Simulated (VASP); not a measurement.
# Te: relaxation of cell and atoms with PBEsol

Crystal: Te.

```
CELL_PARAMETERS angstrom
-1.95918 1.95918 1.95918
1.95918 -1.95918 1.95918
1.95918 1.95918 -1.95918
ATOMIC_POSITIONS crystal
Te 0.00000 0.00000 0.00000
```

The cell was built by a generator and needn't be a form met in nature.

| Item | Value |
| --- | --- |
| Program | VASP 6.6.1 |
| Task | relaxation of cell and atoms |
| Functional | PBEsol |
| Potentials or basis | VASP PAW PBE potentials, release 64 (Te) |
| Cutoff | 600 eV |
| k mesh | 14 × 14 × 14 |
| Occupations | methfessel-paxton, width 0.1 eV |
| Spin | no spin polarisation |
| Further INCAR settings | ALGO = Normal; EDIFF = 1e-06; IBRION = 2; EDIFFG = -0.01; NSW = 90; ISIF = 3 |

```json
{
  "Relaxed volume": "27.10 Å³/atom",
  "Relaxed cell": "a = 3.277 Å, b = 3.277 Å, c = 3.277 Å, α = 109.47°, β = 109.47°, γ = 109.47°",
  "Space group after relaxing (to 0.05 Å)": "Im-3m (No. 229)",
  "Energy gained by relaxing": "55.2 meV/atom",
  "Ionic steps": "3",
  "Pressure after relaxing": "0.0 GPa",
  "Band gap on the k mesh": "none (metal or under the smearing width)"
}
```

The path:
| step | energy change (eV) | largest force (eV/Å) | pressure (GPa) | volume (Å³) |
| --- | --- | --- | --- | --- |
| 1 | 0.0000 | 0.0000 | -5.33 | 30.08 |
| 2 | -0.0440 | 0.0000 | 3.26 | 25.93 |
| 3 | -0.0552 | 0.0000 | -0.02 | 27.10 |

Final structure:
```cif
data_structure
_symmetry_space_group_name_H-M 'P 1'
_symmetry_Int_Tables_number 1
_cell_length_a 3.2772
_cell_length_b 3.2772
_cell_length_c 3.2772
_cell_angle_alpha 109.471
_cell_angle_beta 109.471
_cell_angle_gamma 109.471
_cell_volume 27.10
loop_
_atom_site_label
_atom_site_type_symbol
_atom_site_fract_x
_atom_site_fract_y
_atom_site_fract_z
_atom_site_occupancy
Te1 Te 0.00000 0.00000 0.00000 1
```

Levels at points of the mesh, in eV from the Fermi level:
| k point | band 1 | band 2 | band 3 | band 4 | band 5 | band 6 | band 7 |
| --- | --- | --- | --- | --- | --- | --- | --- |
| (0.00, 0.00, 0.00) | -14.22 | 3.32 | 3.32 | 3.32 | 10.08 | 10.08 | 10.40 |
| (0.50, 0.00, 0.00) | -10.90 | -6.23 | 0.15 | 2.18 | 5.59 | 6.50 | 13.09 |
| (0.50, 0.50, 0.50) | -8.46 | -3.05 | -3.05 | -3.05 | 2.76 | 2.76 | 17.45 |

Wall time 22 s on 1 thread of Intel(R) Xeon(R) 6975P-C (Granite Rapids), with other jobs on the host, peak memory 0.17 GiB.

Caveat: the PAW data sets were made with another functional, which shifts forces and pressure a little. Spin-orbit coupling is left out, which matters for the levels of Te.
